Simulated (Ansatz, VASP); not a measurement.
## Si in VASP and in Ansatz

INCAR

```
SYSTEM = Si
PREC     = Accurate       ! precision mode
ENCUT    = 520            ! plane-wave cutoff, eV
EDIFF    = 1E-7           ! SCF threshold, eV
ISMEAR   = 0              ! smearing method
SIGMA    = 0.15           ! smearing width, eV
LREAL    = .FALSE.        ! projectors in reciprocal space
LASPH    = .TRUE.         ! aspherical terms in the spheres
NELM     = 80             ! most SCF steps
ALGO     = Normal         ! electronic algorithm
ISIF     = 2              ! what is computed and relaxed
LWAVE    = .FALSE.        ! write WAVECAR
LCHARG   = .FALSE.        ! write CHGCAR
NBANDS   = 11             ! bands
```

The input KPOINTS:

```
Automatic mesh
0
G
  24 24 10
  0 0 0
```

The input POSCAR:

```
Si
1.0
    2.6255938468      0.0000000000      0.0000000000
   -1.3127969234      2.2738309713      0.0000000000
    0.0000000000      0.0000000000      4.5062692700
Si
2
Direct
    0.3333333333      0.6666666667      0.2500000000
    0.6666666667      0.3333333333      0.7500000000
```

Input for Ansatz:

```yaml
crystal:
  lattice:
    - [2.6255938468, 0.0, 0.0]
    - [-1.3127969234, 2.2738309713, 0.0]
    - [0.0, 0.0, 4.50626927]
  atoms:
    - { symbol: Si, position: [0.3333333333, 0.6666666667, 0.25] }
    - { symbol: Si, position: [0.6666666667, 0.3333333333, 0.75] }
basis:
  ecutwfc: 420
kpoints:
  mp_grid: { grid: [24, 24, 10] }
hamiltonian:
  xc: lda
scf:
  occupations: { method: gaussian, width: 0.15 }
output:
  forces: true
  stress: true
  eigenvalues: true
```

Change from the starting cell: strain -0.0150 x Voigt [1, 1, 0, 0, 0, 0], atoms carried along.

Alike in both runs: task single point; functional LDA; k mesh 24 × 24 × 10; occupations gaussian, width 0.15 eV; no spin polarisation.

|  | VASP | Ansatz |
| --- | --- | --- |
| version | VASP 6.6.1 | Ansatz 0.2.0 |
| potentials or method | VASP PAW LDA potentials, release 64 (Si) | scalar-relativistic, plane waves, PAW |
| plane-wave cutoff (eV) | 520 | 420 |
| valence electrons in the cell | 8 | 8 |

```tsv
	VASP	Ansatz	Ansatz less VASP
gap on the k mesh at the Fermi level (eV)	none	none	-
pressure (GPa)	2.8	2.7	-0.08
largest component of the traceless stress (GPa)	0.53	0.53	+0.006
```

A gap of «none» marks a metal or a gap that the smearing closes.
